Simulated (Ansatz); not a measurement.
Runs of Ansatz 0.2.0 on Bi. Symmetry: R-3m, No. 166, trigonal system. The conventional cell has a = 4.535 Å, b = 4.535 Å, c = 11.814 Å, α = 90.00°, β = 90.00°, γ = 120.00°. Around Bi (site symmetry 3m) lie 6 Bi at 3.06 to 3.52 Å. 

| cell | target pressure (GPa) | gap on the mesh (eV) | pressure (GPa) |
| --- | --- | --- | --- |
| relaxed to 5 GPa | 5 | 0.45 | 5.0 |
| relaxed to 10 GPa | 10 | (a) | 10.0 |
| relaxed to 2 GPa | 2 | 0.31 | 2.0 |
| relaxed to 20 GPa | 20 | none | 20.0 |
| relaxed to 30 GPa | 30 | none | 30.0 |

Alike in all rows: task relaxation of cell and atoms; level r2SCAN; potentials or basis Ansatz PAW; no spin polarisation; k mesh 7 × 7 × 7; cutoff (eV) 500; smearing fermi-dirac 0.05 eV.

Question: Fill in the values left out.

Answer: (a) 0.37.

Caveats: the plane-wave basis is chosen anew once the cell has moved, so the energies of steps on either side of that aren't comparable; the PAW data sets come from PBE, with cores solved anew for the run's functional, which leaves a small shift of forces and pressure; odd divisions of the mesh miss points on the zone boundary, where band edges often lie, so the gap on the mesh can be too wide (some runs); spin-orbit coupling is left out, which as a rule narrows the gap of such compounds by several tenths of an eV (some runs); spin-orbit coupling is left out, which moves the levels of the heavy elements (some runs).

A k mesh can miss the band edges, and the runs leave out spin-orbit coupling on Bi.

A gap of «none» marks a metal or a gap under the smearing width.
